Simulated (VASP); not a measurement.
# Y (P6_3/mmc) in VASP: notebook, part 2 of 2

VASP 6.6.1. The steps go on from the part before.

**3. Electrostatic potential, PBE+D3(BJ)**

This run uses another cell than the first one, of 31.37 Å³/atom, 0.995 times its volume.

Input file INCAR:

```
ALGO = Fast
EDIFF = 1E-6
ENCUT = 520
GGA = PE
ISIF = 2
ISMEAR = 1
IVDW = 12
LASPH = T
LCHARG = T
LREAL = F
LVHAR = T
LWAVE = F
NELM = 100
PREC = Accurate
SIGMA = 0.1
```

Input file KPOINTS:

```
k-points
0
Gamma
  14 14 8
```

Input file POSCAR:

```
Y                                       
1.0
    3.6020532405     -0.0000000000      0.0000000000
   -1.8010266202      3.1194696084     -0.0000000000
   -0.0000000000     -0.0000000000      5.5841248512
  Y             
     2
Direct
     0.3333333300000021    0.6666666699999979    0.2500000000000000
     0.6666666699999979    0.3333333300000021    0.7500000000000000
```

Potentials or basis: VASP PAW PBE potentials, release 64 (Y_sv).

The run is started by

```console
$ cat potpaw_PBE.64/Y_sv/POTCAR > POTCAR
$ mpirun -np 1 vasp_std > vasp.out
```

OUTCAR:

```text
EDIFF = 1E-6
   ENCUT = 520
   GGA = PE
   ISIF = 2
   ISMEAR = 1
   IVDW = 12
   LASPH = T
   LREAL = F
   NELM = 100
   PREC = Accurate
 IVDW          = 12

 ion  position               nearest neighbor table
   1  0.333  0.667  0.250-   2 3.48   2 3.48   2 3.48   2 3.48   2 3.48   2 3.48
   2  0.667  0.333  0.750-   1 3.48   1 3.48   1 3.48   1 3.48   1 3.48   1 3.48

  LATTYP: Found a hexagonal cell.
 ALAT       =     3.6020532405
 C/A-ratio  =     1.5502616087

  Lattice vectors:

 A1 = (   3.6020532405,   0.0000000000,   0.0000000000)
 A2 = (  -1.8010266202,   3.1194696084,   0.0000000000)
 A3 = (   0.0000000000,   0.0000000000,   5.5841248512)

Analysis of symmetry for initial positions (statically):
=====================================================================
 Subroutine PRICEL returns:
 Original cell was already a primitive cell.

 Routine SETGRP: Setting up the symmetry group for a
 hexagonal supercell.

 Subroutine GETGRP returns: Found 24 space group operations
 (whereof 12 operations were pure point group operations)
 out of a pool of 24 trial point group operations.

[... 181 lines left out ...]
      6     -19.0338      2.00000
      7     -19.0338      2.00000
      8     -18.9865      2.00000
      9      -1.5314      2.00000
     10       1.3133      2.00000
     11       4.3386     -0.00000
     12       4.9943     -0.00000
     13       4.9943     -0.00000
     14       5.4203      0.00000
[... 401 lines left out ...]
      2     -39.2578      2.00000
      3     -19.4978      2.00000
      4     -19.3821      2.00000
      5     -19.3800      2.00000
      6     -19.3084      2.00000
      7     -19.2513      2.00000
      8     -19.2450      2.00000
      9       2.3866      2.00000
     10       2.4263      2.00000
     11       2.6614      2.00000
     12       2.7408      2.00000
     13       4.3269     -0.00000
     14       4.4325     -0.00000
     15       5.6696      0.00000

 [... further k-points ...]

------------------------ aborting loop because EDIFF is reached ----------------------------------------

 Edisp (eV)   -0.70228

 E8    (eV) :    -0.3704

  FORCE on cell =-STRESS in cart. coord.  units (eV):
  Direction    XX          YY          ZZ          XY          YZ          ZX
  --------------------------------------------------------------------------------------
  -------------------------------------------------------------------------------------
  Total       0.00355     0.00355    -0.00574     0.00000    -0.00000     0.00000
  in kB       0.09065     0.09065    -0.14660     0.00000    -0.00000     0.00000
  external pressure =        0.01 kB  Pullay stress =        0.00 kB

 VOLUME and BASIS-vectors are now :
 -----------------------------------------------------------------------------
  energy-cutoff  :      520.00
  volume of cell :       62.75
      direct lattice vectors                 reciprocal lattice vectors
     3.602053241  0.000000000  0.000000000     0.277619439  0.160283658  0.000000000
    -1.801026620  3.119469608  0.000000000     0.000000000  0.320567316  0.000000000
     0.000000000  0.000000000  5.584124851     0.000000000  0.000000000  0.179079091

 POSITION                                       TOTAL-FORCE (eV/Angst)
 -----------------------------------------------------------------------------------
     -0.00000      2.07965      1.39603         0.000000     -0.000000      0.000000
      1.80103      1.03982      4.18809        -0.000000      0.000000      0.000000
 -----------------------------------------------------------------------------------
    total drift:                               -0.000004      0.000003     -0.000000

  FREE ENERGIE OF THE ION-ELECTRON SYSTEM (eV)
  ---------------------------------------------------
  free  energy   TOTEN  =       -13.5552326445 eV

  energy  without entropy=      -13.5573785714  energy(sigma->0) =      -13.55594795
```

OSZICAR:

```text
N       E                     dE             d eps       ncg     rms          rms(c)
DAV:   1     0.897007635801E+02    0.89701E+02   -0.11692E+04  3600   0.140E+03
DAV:   2    -0.564839532695E+01   -0.95349E+02   -0.94407E+02  4503   0.291E+02
DAV:   3    -0.130674171117E+02   -0.74190E+01   -0.73478E+01  6829   0.485E+01
DAV:   4    -0.132062772547E+02   -0.13886E+00   -0.13883E+00  3993   0.769E+00
DAV:   5    -0.132102385081E+02   -0.39613E-02   -0.39612E-02  5354   0.952E-01    0.338E+01
RMM:   6    -0.129044967470E+02    0.30574E+00   -0.38343E-01  3813   0.422E+00    0.212E+01
RMM:   7    -0.128704817085E+02    0.34015E-01   -0.10269E+00  4877   0.670E+00    0.187E+00
RMM:   8    -0.128505651748E+02    0.19917E-01   -0.12512E-01  4017   0.263E+00    0.745E-01
RMM:   9    -0.128526097609E+02   -0.20446E-02   -0.24942E-02  5498   0.843E-01    0.505E-01
RMM:  10    -0.128542346729E+02   -0.16249E-02   -0.84166E-03  6369   0.387E-01    0.147E+00
RMM:  11    -0.128528478193E+02    0.13869E-02   -0.24699E-03  5194   0.492E-01    0.128E-01
RMM:  12    -0.128529320243E+02   -0.84205E-04   -0.65451E-04  5864   0.177E-01    0.176E-01
RMM:  13    -0.128529442696E+02   -0.12245E-04   -0.25857E-04  6358   0.824E-02    0.986E-02
RMM:  14    -0.128529462823E+02   -0.20128E-05   -0.11950E-04  5849   0.886E-02    0.227E-02
RMM:  15    -0.128529512987E+02   -0.50164E-05   -0.52243E-05  5662   0.305E-02    0.847E-03
RMM:  16    -0.128529534480E+02   -0.21493E-05   -0.22963E-05  4653   0.183E-02    0.728E-03
RMM:  17    -0.128529546470E+02   -0.11990E-05   -0.10615E-05  3968   0.130E-02    0.257E-03
RMM:  18    -0.128529552810E+02   -0.63400E-06   -0.58001E-06  3138   0.894E-03
   1 F= -.13555233E+02 E0= -.13555948E+02  d E =0.214593E-02
```

Wall time 68 s (1 thread of Intel Xeon 6975P-C (Granite Rapids), shared host); peak memory 0.27 GiB.

What came out:

```yaml
Free_energy: -13.5552 eV
Pressure: 0.0 GPa
Band_gap_on_the_k_mesh: none (metal or under the smearing width)
Dispersion_energy_per_atom: -0.351 eV
```

Caveat: pairwise dispersion overbinds metals, which lowers pressure and volume.
